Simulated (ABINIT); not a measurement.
# MoS2 (P6_3/mmc) in ABINIT: notebook

One crystal, MoS2, is run at these levels: PBE; tasks: single point.

Everything below comes from runs of ABINIT 10.8.3 (patched build). Logs are shortened: lines on timing, memory, paths and dates and some standing lists are left out, and cuts for length are marked. The log counts tension as positive stress, the text compression.

**Experimental background.**

From “Multiwavelength excitation Raman Scattering Analysis of bulk and 2 dimensional MoS2: Vibrational properties of atomically thin MoS2 layers”, 2015, arxiv:1506.03228, for a bulk crystal of MoS2 at 300 K: band gap 1.3 eV (indirect).

How close the calculation comes is told below.

**1. Starting point**

Symmetry: P6_3/mmc, No. 194, hexagonal system. The conventional cell has a = 3.169 Å, b = 3.169 Å, c = 12.324 Å, α = 90.00°, β = 90.00°, γ = 120.00°. Mo (site symmetry -6m2) has 6 S at 2.41 Å as nearest neighbours. Around S (site symmetry 3m) lie 3 Mo at 2.41 Å.

**2. Single point, PBE**

Input file run.abi:

```
pp_dirpath "./"
pseudos "Mo.GGA_PBE-JTH.xml, S.GGA_PBE-JTH.xml"

acell 5.9885420889 5.988542089 23.2889847599
rprim
     1.0000000000     0.0000000000     0.0000000000
    -0.5000000000     0.8660254038     0.0000000000
     0.0000000000     0.0000000000     1.0000000000
ntypat 2
znucl 42 16
natom 6
typat 1 1 2 2 2 2
xred
     0.6666666667     0.3333333333     0.7500000000
     0.3333333333     0.6666666667     0.2500000000
     0.6666666667     0.3333333333     0.3770000000
     0.3333333333     0.6666666667     0.8770000000
     0.6666666667     0.3333333333     0.1230000000
     0.3333333333     0.6666666667     0.6230000000

ecut 544.227725 eV
pawecutdg 40.0

kptopt 1
ngkpt 6 6 2
nshiftk 1
shiftk 0.0 0.0 0.0

ixc 11

nband 32
occopt 3
tsmear 0.05 eV

nstep 100
tolvrs 1.0e-9

iomode 3
prtwf 0
prtden 0
prteig 0
prtebands 0
```

Potentials or basis: JTH PAW PBE v2.0.

Command:

```sh
abinit run.abi > log 2>&1
```

run.abo:

```text
.Version 10.8.3 of ABINIT
 Symmetries : space group P6_3/m m c (#194); Bravais hP (primitive hexag.)
================================================================================
 Values of the parameters that define the memory need of the present run
     intxc =       0    ionmov =       0      iscf =      17    lmnmax =      18
     lnmax =       6     mgfft =      96  mpssoang =       3    mqgrid =    6631
     natom =       6  nloc_mem =       2    nspden =       1   nspinor =       1
    nsppol =       1      nsym =      24    n1xccc =       1    ntypat =       2
    occopt =       3   xclevel =       2
       mpw =        3132          nfft =       69984          nkpt =          14
 PAW method is used; the additional fine FFT grid is defined by:
   mgfftf=       135    nfftf =    174960
================================================================================
================================================================================

--------------------------------------------------------------------------------
------------- Echo of variables that govern the present computation ------------
--------------------------------------------------------------------------------
 -outvars: echo values of preprocessed input variables --------
            acell      5.9885420889E+00  5.9885420890E+00  2.3288984760E+01 Bohr
              amu      9.59400000E+01  3.20660000E+01
             ecut      2.00000000E+01 Hartree
              ixc          11
         kptrlatt        6    0    0      0    6    0      0    0    2
          kptrlen      3.59312525E+01
            natom           6
            nband          32
            ngfft          27      27      96
          ngfftdg          36      36     135
             nkpt          14
            nstep         100
             nsym          24
           ntypat           2
           occopt           3
        pawecutdg      4.00000000E+01 Hartree
         pawxcdev           0
           prtden           0
        prtebands           0
           prteig           0
            prtwf           0
            rprim      1.0000000000E+00  0.0000000000E+00  0.0000000000E+00
                      -5.0000000000E-01  8.6602540380E-01  0.0000000000E+00
                       0.0000000000E+00  0.0000000000E+00  1.0000000000E+00
          spgroup         194
           tolvrs      1.00000000E-09
           tsmear      1.83746611E-03 Hartree
            typat      1  1  2  2  2  2
           useylm           1
           xangst      1.5844999989E+00  9.1481150094E-01  9.2429999937E+00
                      -1.7639436524E-11  1.8296230019E+00  3.0809999979E+00
                       1.5844999989E+00  9.1481150094E-01  4.6461479969E+00
                      -1.7639436524E-11  1.8296230019E+00  1.0808147993E+01
[... 197 lines left out ...]
  -1.95498   -1.95498   -1.00472   -1.00471   -0.99654   -0.99654   -0.99654   -0.99654
  -0.24357   -0.23366   -0.19898   -0.18273    0.05434    0.09243    0.17799    0.18646
   0.18646    0.18695    0.18695    0.22671    0.22671    0.22844    0.22844    0.26265
   0.26411    0.30615    0.38354    0.38367    0.38466    0.38588    0.38939    0.39129
      occupation numbers for kpt#   1
   2.00000    2.00000    2.00000    2.00000    2.00000    2.00000    2.00000    2.00000
   2.00000    2.00000    2.00000    2.00000    2.00000    2.00000    2.00000    2.00000
   2.00000    2.00000    2.00000    2.00000    2.00000    2.00000    2.00000    2.00000
   2.00000    1.99931    0.00000    0.00000    0.00000    0.00000    0.00000    0.00000
 prteigrs : prtvol=0 or 1, do not print more k-points.

--- !EnergyTerms
iteration_state     : {dtset: 1, }
comment             : Components of total free energy in Hartree
kinetic             :  3.72122526248260E+01
hartree             :  5.68522207230830E+01
xc                  : -2.25590656168376E+01
Ewald energy        : -1.19847493876065E+02
psp_core            :  4.91406926110523E+00
local_psp           : -1.61137386245798E+02
PAW spherical_terms :  2.53881320097419E+01
internal            : -1.79177271119945E+02
'-kT*entropy'       : -3.57237641963578E-07
total_energy        : -1.79177271477183E+02
total_energy_eV     : -4.87566194066661E+03
...

--- !EnergyTermsDC
iteration_state     : {dtset: 1, }
comment             : '"Double-counting" decomposition of free energy'
band_energy         : -1.63824333481760E+01
Ewald energy        : -1.19847493876065E+02
psp_core            :  4.91406926110523E+00
xc_dc               : -5.40840228942248E+01
PAW spherical_terms :  6.22261113422704E+00
internal            : -1.79177269723134E+02
'-kT*entropy'       : -3.57237641963578E-07
total_energy_dc     : -1.79177270080371E+02
total_energy_dc_eV  : -4.87566190265744E+03
...

--- !EnergyTermsWithPAWCore
iteration_state     : {dtset: 1, }
comment             : 'Components of total free energy, including PAW core contributions'
Total energy        : -9.69501791506026E+03
Total energy DC     : -9.69501791366345E+03
Total energy (eV)   : -2.63814877148410E+05
Total energy DC (eV): -2.63814877110401E+05
...

 Cartesian components of stress tensor (hartree/bohr^3)
  sigma(1 1)= -6.50770063E-05  sigma(3 2)=  0.00000000E+00
  sigma(2 2)= -6.50770067E-05  sigma(3 1)=  0.00000000E+00
  sigma(3 3)= -7.56004902E-05  sigma(2 1)=  6.48720103E-14

-Cartesian components of stress tensor (GPa)         [Pressure=  2.0178E+00 GPa]
- sigma(1 1)= -1.91463163E+00  sigma(3 2)=  0.00000000E+00
- sigma(2 2)= -1.91463164E+00  sigma(3 1)=  0.00000000E+00
- sigma(3 3)= -2.22424321E+00  sigma(2 1)=  1.90860044E-09

== END DATASET(S) ==============================================================
================================================================================

 -outvars: echo values of variables after computation  --------
            acell      5.9885420889E+00  5.9885420890E+00  2.3288984760E+01 Bohr
           etotal     -1.7917727008E+02
            fcart      4.7960836913E-28  8.3070606304E-28  3.6140072416E-20
                      -9.5921673825E-28 -9.2478075582E-39  3.6140072416E-20
                      -5.9951046141E-29 -3.1151477364E-28 -1.0896037308E-03
                       1.1990209228E-28 -2.0767651576E-28 -1.0896037308E-03
                       1.1990209228E-28 -2.0767651576E-28  1.0896037308E-03
                       2.9975523070E-28 -1.0383825788E-28  1.0896037308E-03
            rprim      1.0000000000E+00  0.0000000000E+00  0.0000000000E+00
                      -5.0000000000E-01  8.6602540380E-01  0.0000000000E+00
                       0.0000000000E+00  0.0000000000E+00  1.0000000000E+00
           strten     -6.5077006283E-05 -6.5077006749E-05 -7.5600490185E-05
                       0.0000000000E+00  0.0000000000E+00  6.4872010320E-14
           xangst      1.5844999989E+00  9.1481150094E-01  9.2429999937E+00
                      -1.7639436524E-11  1.8296230019E+00  3.0809999979E+00
                       1.5844999989E+00  9.1481150094E-01  4.6461479969E+00
                      -1.7639436524E-11  1.8296230019E+00  1.0808147993E+01
                       1.5844999989E+00  9.1481150094E-01  1.5158519990E+00
                      -1.7639436524E-11  1.8296230019E+00  7.6778519948E+00
             xred      6.6666666667E-01  3.3333333333E-01  7.5000000000E-01
                       3.3333333333E-01  6.6666666667E-01  2.5000000000E-01
                       6.6666666667E-01  3.3333333333E-01  3.7700000000E-01
                       3.3333333333E-01  6.6666666667E-01  8.7700000000E-01
                       6.6666666667E-01  3.3333333333E-01  1.2300000000E-01
                       3.3333333333E-01  6.6666666667E-01  6.2300000000E-01
 Calculation completed.
```

It took 68 s on 1 thread of Arm Neoverse V1, shared host; peak memory 0.17 GiB.

What came out:

| Quantity | Value |
| --- | --- |
| Free energy | -4875.6619 eV |
| Pressure | 2.0 GPa |
| Largest force | 0.056 eV/Å |
| Band gap on the k mesh | 0.89 eV, indirect (least direct gap 1.66 eV) |
| Valence electrons inside the program's atomic spheres | Mo 11.28; S 3.60, 3.59 |

Forces on the atoms (eV/Å):
```
Mo   0.000  0.000  0.000
Mo   0.000  0.000  0.000
S    0.000  0.000 -0.056
S    0.000  0.000 -0.056
S    0.000  0.000  0.056
S    0.000  0.000  0.056
```

Stress tensor (GPa, compression positive):
```
1.91 0.00 0.00
0.00 1.91 0.00
0.00 0.00 2.22
```

Levels at points of the mesh, in eV from the valence-band top:
| k point | band 23 | band 24 | band 25 | band 26 | band 27 | band 28 | band 29 | band 30 |
| --- | --- | --- | --- | --- | --- | --- | --- | --- |
| (0.00, 0.00, 0.00) | -2.11 | -1.18 | -1.14 | 0.00 | 2.11 | 2.11 | 2.14 | 2.17 |
| (0.50, 0.00, 0.00) | -1.72 | -1.52 | -1.40 | -1.27 | 1.61 | 1.66 | 2.01 | 2.27 |
| (0.00, 0.00, 0.50) | -2.14 | -2.14 | -0.27 | -0.27 | 2.11 | 2.11 | 2.11 | 2.16 |
| (0.50, 0.00, 0.50) | -1.62 | -1.62 | -1.33 | -1.33 | 1.63 | 1.63 | 2.15 | 2.15 |

Caveat: this functional lacks dispersion, which binds the layers, so the pressure and a relaxed spacing across them are unreliable.

**3. Single point, PBE**

Input file run.abi:

```
# Pseudopotentials
pp_dirpath "./"
pseudos "Mo.GGA_PBE-JTH.xml, S.GGA_PBE-JTH.xml"

# Structure
acell 3*1.0 Angstrom
rprim
     3.1690000000     0.0000000000     0.0000000000
    -1.5845000000     2.7444345046     0.0000000000
     0.0000000000     0.0000000000    12.3240000000
ntypat 2
znucl 42 16
natom 6
typat 1 1 2 2 2 2
xred
     0.6666666667     0.3333333333     0.7500000000
     0.3333333333     0.6666666667     0.2500000000
     0.6666666667     0.3333333333     0.3770000000
     0.3333333333     0.6666666667     0.8770000000
     0.6666666667     0.3333333333     0.1230000000
     0.3333333333     0.6666666667     0.6230000000

# Plane-wave basis
ecut 544.227725 eV
pawecutdg 40.0

# k points
kptopt 1
ngkpt 8 8 2
nshiftk 1
shiftk 0.0 0.0 0.0

# Exchange and correlation
ixc 11

# Bands and occupations
nband 32
occopt 3
tsmear 0.00183747

# SCF cycle
nstep 100
tolvrs 1.0e-9

# Output
iomode 3
prtwf 0
prtden 0
prteig 0
prtebands 0
enunit 2
```

Potentials or basis: JTH PAW PBE v2.0.

Command:

```sh
abinit run.abi > log 2>&1
```

It took 1.7 min on 1 thread of Arm Neoverse V1, shared host; peak memory 0.19 GiB.

Results (log left out):

```yaml
Free_energy: -4875.6620 eV
Pressure: 2.0 GPa
Largest_force: 0.060 eV/Å
Band_gap_on_the_k_mesh: 0.98 eV, indirect (least direct gap 1.93 eV)
Valence_electrons_inside_the_program's_atomic_spheres: Mo 11.28; S 3.60, 3.59
```

Forces on the atoms (eV/Å):
```
Mo   0.000  0.000  0.000
Mo   0.000  0.000  0.000
S    0.000  0.000 -0.060
S    0.000  0.000 -0.060
S    0.000  0.000  0.060
S    0.000  0.000  0.060
```

Stress tensor (GPa, compression positive):
```
1.93 0.00 0.00
0.00 1.93 0.00
0.00 0.00 2.22
```

Levels at points of the mesh, in eV from the valence-band top:
| k point | band 22 | band 23 | band 24 | band 25 | band 26 | band 27 | band 28 | band 29 | band 30 | band 31 |
| --- | --- | --- | --- | --- | --- | --- | --- | --- | --- | --- |
| (0.00, 0.00, 0.00) | -2.11 | -2.11 | -1.18 | -1.14 | 0.00 | 2.11 | 2.11 | 2.14 | 2.17 | 2.26 |
| (0.50, 0.00, 0.00) | -2.47 | -1.72 | -1.52 | -1.40 | -1.27 | 1.61 | 1.65 | 2.00 | 2.27 | 2.85 |
| (0.00, 0.00, 0.50) | -2.14 | -2.14 | -2.14 | -0.27 | -0.27 | 2.11 | 2.11 | 2.11 | 2.16 | 2.36 |
| (0.50, 0.00, 0.50) | -2.62 | -1.62 | -1.62 | -1.33 | -1.33 | 1.63 | 1.63 | 2.15 | 2.15 | 3.22 |

Caveat: this functional lacks dispersion, which binds the layers, so the pressure and a relaxed spacing across them are unreliable.

**4. The reference run**

An earlier run on the cell as given: functional PBE; potentials or basis JTH PAW PBE v2.0; cutoff 544 eV; k mesh 10 × 10 × 3; occupations fermi-dirac, width 0.05 eV; no spin polarisation.

- Pressure: 2.0 GPa
- Largest force: 0.060 eV/Å
- Band gap on the k mesh: 0.93 eV, indirect (least direct gap 1.87 eV)
- Valence electrons inside the program's atomic spheres: Mo 11.28; S 3.60, 3.59

**5. Overview**

| k mesh | gap on the mesh (eV) | pressure (GPa) | largest force (eV/Å) |
| --- | --- | --- | --- |
| 6 × 6 × 2 | 0.89 | 2.0 | 0.06 |
| 8 × 8 × 2 | 0.98 | 2.0 | 0.06 |
| 10 × 10 × 3 | 0.93 | 2.0 | 0.06 |

Alike in all rows: task single point; level PBE; potentials or basis JTH PAW PBE v2.0; no spin polarisation; cell as given; cutoff (eV) 544; smearing fermi-dirac 0.05 eV.

On the cell as given the gap runs from 0.89 eV (PBE) to 0.98 eV (PBE); the meshes differ, which moves gaps too.

Caveats: this functional lacks dispersion, which binds the layers, so the pressure and a relaxed spacing across them are unreliable; an odd mesh through Γ misses points on the zone boundary, where band edges often lie (some runs).

Total energies depend on the potentials used, so only differences within one code and one set of settings carry meaning.

**6. Against experiment**

Step 2. Against the measured gap of MoS2, 1.3 eV (indirect; 300 K; “Multiwavelength excitation Raman Scattering Analysis of bulk and 2 dimensional MoS2: Vibrational properties of atomically thin MoS2 layers”, 2015, arxiv:1506.03228), the calculated 0.89 eV is off by -0.41 eV. Spin-orbit coupling on Mo is left out. The value is that of PBE on a finite k mesh, which can miss the band edges, without temperature or zero-point motion. Semilocal functionals fall short of measured gaps as a rule.

Step 3. Against the measured gap of MoS2, 1.3 eV (indirect; 300 K; “Multiwavelength excitation Raman Scattering Analysis of bulk and 2 dimensional MoS2: Vibrational properties of atomically thin MoS2 layers”, 2015, arxiv:1506.03228), the calculated 0.98 eV is off by -0.32 eV. Spin-orbit coupling on Mo is left out. The value is that of PBE on a finite k mesh, which can miss the band edges, without temperature or zero-point motion. Semilocal functionals fall short of measured gaps as a rule.
